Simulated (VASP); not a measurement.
# NiO (Pm-3m) in VASP: notebook

The runs below take NiO through single point, with LDA+U.

All numbers are computed with VASP 6.6.1; they aren't measurements. Logs are shortened: lines on timing, memory, paths and dates and some standing lists are left out, and cuts for length are marked.

## (1) The crystal as given

The structure is cubic, space group Pm-3m (No. 221). The conventional cell has a = 2.505 Å, b = 2.505 Å, c = 2.505 Å, α = 90.00°, β = 90.00°, γ = 90.00°. Ni (site symmetry m-3m) has 8 O at 2.17 Å as nearest neighbours. Around O (site symmetry m-3m) lie 8 Ni at 2.17 Å.

Measurements of this composition are mostly on another form, of space group No. 225.

## (2) Single point, LDA+U, collinear spin, antiferromagnetic start

Input file INCAR:

```
SYSTEM = NiO
ALGO     = Normal         ! electronic algorithm
EDIFF    = 1E-7           ! SCF threshold, eV
ENCUT    = 520            ! plane-wave cutoff, eV
ISIF     = 2              ! what is computed and relaxed
ISMEAR   = -1             ! smearing method
ISPIN    = 2              ! spin polarisation
LASPH    = .True.         ! aspherical terms in the spheres
LCHARG   = .False.        ! write CHGCAR
LDAU     = .True.         ! DFT+U
LDAUJ    = 0 0          
LDAUL    = 2 -1           ! shell
LDAUPRINT= 1            
LDAUTYPE = 2            
LDAUU    = 6 0            ! U, eV
LMAXMIX  = 4              ! l up to which the mixer works
LORBIT   = 11             ! projections on sites
LREAL    = .False.        ! projectors in reciprocal space
LWAVE    = .False.        ! write WAVECAR
MAGMOM   = 1 -1 0 0       ! initial moments
NELM     = 150            ! most SCF steps
PREC     = Accurate       ! precision mode
SIGMA    = 0.05           ! smearing width, eV
```

Input file KPOINTS:

```
k-points
0
Gamma
  7 7 7
  0 0 0
```

Input file POSCAR:

```
NiO
1.0
    0.0000000000      2.5046153800      2.5046153800
    2.5046153800      0.0000000000      2.5046153800
    2.5046153800      2.5046153800      0.0000000000
Ni O
2 2
Direct
    0.0000000000      0.0000000000      0.0000000000
    0.5000000000      0.5000000000      0.5000000000
    0.2500000000      0.2500000000      0.2500000000
    0.7500000000      0.7500000000      0.7500000000
```

Potentials or basis: VASP PAW LDA potentials, release 64 (Ni, O).

Started as:

```console
$ cat potpaw_LDA.64/Ni/POTCAR potpaw_LDA.64/O/POTCAR > POTCAR
$ mpirun -np 1 vasp_std > vasp.out
```

OUTCAR:

```text
SYSTEM = NiO
   EDIFF = 1E-7
   ENCUT = 520
   ISIF = 2
   ISMEAR = -1
   ISPIN = 2
   LASPH = .True.
   LORBIT = 11
   LREAL = .False.
   NELM = 150
   PREC = Accurate

 ion  position               nearest neighbor table
   1  0.000  0.000  0.000-   4 2.17   4 2.17   4 2.17   3 2.17   3 2.17   3 2.17   4 2.17   3 2.17
                             2 2.50   2 2.50   2 2.50   2 2.50   2 2.50   2 2.50
   2  0.500  0.500  0.500-   3 2.17   3 2.17   3 2.17   4 2.17   4 2.17   4 2.17   4 2.17   3 2.17
                             1 2.50   1 2.50   1 2.50   1 2.50   1 2.50   1 2.50
   3  0.250  0.250  0.250-   1 2.17   1 2.17   1 2.17   2 2.17   2 2.17   2 2.17   2 2.17   1 2.17

   4  0.750  0.750  0.750-   2 2.17   2 2.17   2 2.17   1 2.17   1 2.17   1 2.17   2 2.17   1 2.17

  LATTYP: Found a face centered cubic cell.
 ALAT       =     5.0092307600

  Lattice vectors:

 A1 = (   0.0000000000,   2.5046153800,   2.5046153800)
 A2 = (   2.5046153800,   0.0000000000,   2.5046153800)
 A3 = (   2.5046153800,   2.5046153800,   0.0000000000)

Analysis of symmetry for initial positions (statically):
=====================================================================
 Subroutine PRICEL returns following result:

  LATTYP: Found a simple cubic cell.
 ALAT       =     2.5046153800
[... 12 lines left out ...]
 Subroutine GETGRP returns: Found 48 space group operations
 (whereof 48 operations were pure point group operations)
 out of a pool of 48 trial point group operations.

The static configuration has the point symmetry O_h .

Analysis of symmetry for dynamics (positions and initial velocities):
=====================================================================
 Subroutine PRICEL returns following result:

  LATTYP: Found a simple cubic cell.
 ALAT       =     2.5046153800
[... 12 lines left out ...]
 Subroutine GETGRP returns: Found 48 space group operations
 (whereof 48 operations were pure point group operations)
 out of a pool of 48 trial point group operations.

The dynamic configuration has the point symmetry O_h .

Analysis of structural, dynamic, and magnetic symmetry:
=====================================================================
 Subroutine PRICEL returns following result:

  LATTYP: Found a simple cubic cell.
 ALAT       =     2.5046153800
[... 12 lines left out ...]
 Subroutine GETGRP returns: Found 48 space group operations
 (whereof 48 operations were pure point group operations)
 out of a pool of 48 trial point group operations.

The overall configuration has the point symmetry O_h .

 Subroutine INISYM returns: Found 48 space group operations
 (whereof 48 operations are pure point group operations),
 and found     2 'primitive' translations

----------------------------------------------------------------------------------------

                                     Primitive cell

[... 193 lines left out ...]

 number of electron      31.9999991 magnetization       0.0000000

 Free energy of the ion-electron system (eV)
  ---------------------------------------------------
  ext. energy  EPLUGINS =         0.00000000
  ---------------------------------------------------
  free energy    TOTEN  =       -19.01333694 eV

  energy without entropy =      -18.98670832  energy(sigma->0) =      -19.00002263

 E-fermi :   9.3947     XC(G=0): -14.1565

 val. band max:        9.3748572756   @ k =  -0.4286   0.4286   0.1429
 cond. band min:       9.4480449701   @ k =  -0.4286   0.2857   0.0000
 fundamental gap:      0.0731876944
 Fermi energy:         9.3946677400

 spin component 1

 k-point     1 :       0.0000    0.0000    0.0000
  band No.  band energies     occupation
      1     -11.4738      1.00000
      2      -7.6248      1.00000
      3       0.9783      1.00000
      4       0.9783      1.00000
      5       0.9783      1.00000
      6       3.3034      1.00000
[... 436 lines left out ...]
      6       3.0967      1.00000
[... 12 lines left out ...]
     19      16.6797      0.00000
     20      17.4834      0.00000
 Fermi energy:         9.3946677400

 spin component 2

 k-point     1 :       0.0000    0.0000    0.0000
  band No.  band energies     occupation
      1     -11.4738      1.00000
      2      -7.6248      1.00000
      3       0.9783      1.00000
      4       0.9783      1.00000
      5       0.9783      1.00000
      6       3.3034      1.00000
[... 449 lines left out ...]
     19      16.6797      0.00000
     20      17.4834      0.00000

------------------------ aborting loop because EDIFF is reached ----------------------------------------

  FORCE on cell =-STRESS in cart. coord.  units (eV):
  Direction    XX          YY          ZZ          XY          YZ          ZX
  --------------------------------------------------------------------------------------
  -------------------------------------------------------------------------------------
  Total       -0.8258138     -0.8258138     -0.8258138      0.0000000      0.0000000      0.0000000
  in kB      -42.1055743    -42.1055743    -42.1055743      0.0000000      0.0000000      0.0000000
  external PRESSURE =     -42.1055743 kB  Pullay stress =       0.0000000 kB

 VOLUME and BASIS-vectors are now :
 -----------------------------------------------------------------------------
  energy-cutoff  :      520.00
  volume of cell :       31.42
      direct lattice vectors                 reciprocal lattice vectors
     0.000000000  2.504615380  2.504615380    -0.199631450  0.199631450  0.199631450
     2.504615380  0.000000000  2.504615380     0.199631450 -0.199631450  0.199631450
     2.504615380  2.504615380  0.000000000     0.199631450  0.199631450 -0.199631450

 POSITION                                       TOTAL-FORCE (eV/Angst)
 -----------------------------------------------------------------------------------
      0.00000      0.00000      0.00000        -0.000000     -0.000000     -0.000000
      2.50462      2.50462      2.50462         0.000000      0.000000      0.000000
      1.25231      1.25231      1.25231        -0.000000     -0.000000     -0.000000
      3.75692      3.75692      3.75692        -0.000000      0.000000     -0.000000
 -----------------------------------------------------------------------------------
    total drift:                                0.000000      0.000000      0.000000

  FREE ENERGIE OF THE ION-ELECTRON SYSTEM (eV)
  ---------------------------------------------------
  free  energy   TOTEN  =       -19.0133369444 eV

  energy  without entropy=      -18.9867083187  energy(sigma->0) =      -19.00002263

 total charge

# of ion       s       p       d       tot
------------------------------------------
    1        0.339   0.437   8.507   9.282
    2        0.339   0.437   8.507   9.282
    3        1.585   3.321   0.000   4.906
    4        1.585   3.321   0.000   4.906
--------------------------------------------------
tot          3.848   7.516  17.014  28.378

 magnetization (x)

# of ion       s       p       d       tot
------------------------------------------
    1        0.004  -0.005   1.366   1.365
    2       -0.004   0.005  -1.366  -1.365
    3        0.000   0.000   0.000   0.000
    4        0.000   0.000   0.000   0.000
--------------------------------------------------
tot          0.000  -0.000   0.000   0.000
```

Run time: 30 s. Hardware: 1 thread of Intel Xeon Platinum 8375C at 2.90GHz (Ice Lake), shared host; peak memory 0.15 GiB.

Results:

```yaml
Free_energy: -19.0133 eV
Pressure: -4.2 GPa
Band_gap_on_the_k_mesh: none (metal or under the smearing width)
Net_moment: 0.00 μB per cell
Site_moments: Ni +1.36, -1.36; O +0.00 μB
Valence_electrons_inside_the_program's_atomic_spheres: Ni 9.28; O 4.91
```

Eigenvalues of the final occupation matrices:
```tsv
site	spin	trace	eigenvalues
site 1 d	1	4.95	0.98 0.98 1.00 1.00 1.00
site 1 d	2	3.59	0.55 0.55 0.55 0.97 0.97
site 2 d	1	3.59	0.55 0.55 0.55 0.97 0.97
site 2 d	2	4.95	0.98 0.98 1.00 1.00 1.00
```

## (3) Single point, LDA+U, collinear spin, ferrimagnetic start

INCAR, as its differences from that of step 2:

```diff
@@ -19,3 +19,3 @@
 LWAVE    = .False.        ! write WAVECAR
-MAGMOM   = 1 -1 0 0       ! initial moments
+MAGMOM   = 1 -0.5 0 0     ! initial moments
 NELM     = 150            ! most SCF steps
```

KPOINTS is that of step 2.

POSCAR is that of step 2.

Potentials or basis: VASP PAW LDA potentials, release 64 (Ni, O).

Started as:

```console
$ cat potpaw_LDA.64/Ni/POTCAR potpaw_LDA.64/O/POTCAR > POTCAR
$ mpirun -np 1 vasp_std > vasp.out
```

OUTCAR:

```text
SYSTEM = NiO
   EDIFF = 1E-7
   ENCUT = 520
   ISIF = 2
   ISMEAR = -1
   ISPIN = 2
   LASPH = .True.
   LORBIT = 11
   LREAL = .False.
   NELM = 150
   PREC = Accurate

 ion  position               nearest neighbor table
   1  0.000  0.000  0.000-   4 2.17   4 2.17   4 2.17   3 2.17   3 2.17   3 2.17   4 2.17   3 2.17
                             2 2.50   2 2.50   2 2.50   2 2.50   2 2.50   2 2.50
   2  0.500  0.500  0.500-   3 2.17   3 2.17   3 2.17   4 2.17   4 2.17   4 2.17   4 2.17   3 2.17
                             1 2.50   1 2.50   1 2.50   1 2.50   1 2.50   1 2.50
   3  0.250  0.250  0.250-   1 2.17   1 2.17   1 2.17   2 2.17   2 2.17   2 2.17   2 2.17   1 2.17

   4  0.750  0.750  0.750-   2 2.17   2 2.17   2 2.17   1 2.17   1 2.17   1 2.17   2 2.17   1 2.17

  LATTYP: Found a face centered cubic cell.
 ALAT       =     5.0092307600

  Lattice vectors:

[... 1235 lines left out ...]
 -----------------------------------------------------------------------------------
      0.00000      0.00000      0.00000         0.000000     -0.000000      0.000000
      2.50462      2.50462      2.50462         0.000000     -0.000000      0.000000
      1.25231      1.25231      1.25231         0.000000     -0.000000     -0.000000
      3.75692      3.75692      3.75692        -0.000000      0.000000     -0.000000
 -----------------------------------------------------------------------------------
    total drift:                                0.000000      0.000000      0.000000

  FREE ENERGIE OF THE ION-ELECTRON SYSTEM (eV)
  ---------------------------------------------------
  free  energy   TOTEN  =       -19.0133369925 eV

  energy  without entropy=      -18.9867062749  energy(sigma->0) =      -19.00002163

 total charge

# of ion       s       p       d       tot
------------------------------------------
    1        0.339   0.437   8.507   9.282
    2        0.339   0.437   8.507   9.283
    3        1.585   3.321   0.000   4.906
    4        1.585   3.321   0.000   4.906
--------------------------------------------------
tot          3.848   7.516  17.014  28.378

 magnetization (x)

# of ion       s       p       d       tot
------------------------------------------
    1        0.004  -0.005   1.366   1.365
    2       -0.004   0.005  -1.366  -1.365
    3        0.000  -0.000   0.000  -0.000
    4        0.000  -0.000   0.000  -0.000
--------------------------------------------------
tot          0.000  -0.000   0.000   0.000
```

OSZICAR:

```text
N       E                     dE             d eps       ncg     rms          rms(c)
DAV:   1     0.241163226600E+03    0.24116E+03   -0.15989E+04  1704   0.217E+03
DAV:   2     0.503043873049E+01   -0.23613E+03   -0.22183E+03  1660   0.404E+02
DAV:   3    -0.199337024430E+02   -0.24964E+02   -0.23454E+02  1780   0.152E+02
DAV:   4    -0.206328148246E+02   -0.69911E+00   -0.69016E+00  1752   0.252E+01
DAV:   5    -0.206483257292E+02   -0.15511E-01   -0.15500E-01  1844   0.366E+00    0.226E+01
DAV:   6    -0.221019389161E+02   -0.14536E+01   -0.37482E+01  2244   0.160E+02    0.344E+01
DAV:   7    -0.187012023162E+02    0.34007E+01   -0.14445E+01  1764   0.124E+02    0.122E+01
DAV:   8    -0.190198653867E+02   -0.31866E+00   -0.34824E+00  2084   0.616E+01    0.119E+01
DAV:   9    -0.190350798872E+02   -0.15215E-01   -0.13746E+00  1968   0.445E+01    0.645E+00
DAV:  10    -0.189950345586E+02    0.40045E-01   -0.58885E-01  2464   0.198E+01    0.418E+00
DAV:  11    -0.190216745156E+02   -0.26640E-01   -0.18896E-01  2176   0.104E+01    0.133E+00
DAV:  12    -0.190116420344E+02    0.10032E-01   -0.37474E-02  2420   0.580E+00    0.584E-01
DAV:  13    -0.190132110257E+02   -0.15690E-02   -0.10800E-02  2056   0.200E+00    0.152E-01
DAV:  14    -0.190132770939E+02   -0.66068E-04   -0.67685E-04  2052   0.714E-01    0.126E-01
DAV:  15    -0.190133332163E+02   -0.56122E-04   -0.16365E-04  2548   0.419E-01    0.453E-02
DAV:  16    -0.190133367071E+02   -0.34908E-05   -0.54510E-05  2060   0.170E-01    0.169E-02
DAV:  17    -0.190133369516E+02   -0.24458E-06   -0.60824E-06  1808   0.343E-02    0.731E-03
DAV:  18    -0.190133369925E+02   -0.40907E-07   -0.82684E-07  2020   0.116E-02
   1 F= -.19013337E+02 E0= -.19000022E+02  d E =-.266307E-01  mag=    -0.0001
```

It took 28 s on 1 thread of Intel Xeon Platinum 8375C at 2.90GHz (Ice Lake), shared host; peak memory 0.15 GiB.

Results:

```
Free energy                                           : -19.0133 eV
Pressure                                              : -4.3 GPa
Band gap on the k mesh                                : none (metal or under the smearing width)
Net moment                                            : 0.00 μB per cell
Site moments                                          : Ni +1.36, -1.36; O -0.00 μB
Valence electrons inside the program's atomic spheres : Ni 9.28; O 4.91
```

Eigenvalues of the final occupation matrices:
```tsv
site	spin	trace	eigenvalues
site 1 d	1	4.95	0.98 0.98 1.00 1.00 1.00
site 1 d	2	3.59	0.55 0.55 0.55 0.97 0.97
site 2 d	1	3.59	0.55 0.55 0.55 0.97 0.97
site 2 d	2	4.95	0.98 0.98 1.00 1.00 1.00
```

The state reached can hang on the start; a lower one may exist.

## (4) Single point, LDA+U, collinear spin, random start

INCAR, as its differences from that of step 3:

```diff
@@ -19,3 +19,3 @@
 LWAVE    = .False.        ! write WAVECAR
-MAGMOM   = 1 -0.5 0 0     ! initial moments
+MAGMOM   = 0.03 -0.79 0 0 ! initial moments
 NELM     = 150            ! most SCF steps
```

KPOINTS is that of step 3.

POSCAR is that of step 3.

Started as:

```console
$ cat potpaw_LDA.64/Ni/POTCAR potpaw_LDA.64/O/POTCAR > POTCAR
$ mpirun -np 1 vasp_std > vasp.out
```

It took 43 s on 1 thread of Intel Xeon Platinum 8375C at 2.90GHz (Ice Lake), shared host; peak memory 0.15 GiB.

Results (log left out):

```
Free energy                                           : -19.0133 eV
Pressure                                              : -4.2 GPa
Band gap on the k mesh                                : none (metal or under the smearing width)
Net moment                                            : 0.00 μB per cell
Site moments                                          : Ni +1.36, -1.36; O +0.00 μB
Valence electrons inside the program's atomic spheres : Ni 9.28; O 4.91
```

Levels at points of the mesh, in eV from the Fermi level:
Spin up:
```tsv
k point	band 12	band 13	band 14	band 15	band 16	band 17	band 18	band 19	band 20
(0.00, 0.00, 0.00)	-2.77	-2.77	-2.76	-2.76	0.92	0.92	0.92	2.04	7.33
```
Spin down:
```tsv
k point	band 13	band 14	band 15	band 16	band 17	band 18	band 19	band 20
(0.00, 0.00, 0.00)	-2.77	-2.76	-2.76	0.92	0.92	0.92	2.04	7.33
```

Eigenvalues of the final occupation matrices:
```tsv
site	spin	trace	eigenvalues
site 1 d	1	4.95	0.98 0.98 1.00 1.00 1.00
site 1 d	2	3.59	0.55 0.55 0.55 0.97 0.97
site 2 d	1	3.59	0.55 0.55 0.55 0.97 0.97
site 2 d	2	4.95	0.98 0.98 1.00 1.00 1.00
```

## (5) The runs side by side

| spin | gap on the mesh (eV) | pressure (GPa) | moment (μB) |
| --- | --- | --- | --- |
| collinear, antiferromagnetic start | none | -4.2 | 0.00 |
| collinear, ferrimagnetic start | none | -4.3 | 0.00 |
| collinear, random start | none | -4.2 | 0.00 |

Alike in all rows: task single point; level LDA+U; potentials or basis VASP PAW LDA potentials, release 64 (Ni, O); Ni d U = 6 eV; cell as given; k mesh 7 × 7 × 7; cutoff (eV) 520; smearing fermi-dirac 0.05 eV.

Every run on the cell as given and a fine mesh finds a metal.

Total energies depend on the potentials used, so only differences within one code and one set of settings carry meaning.
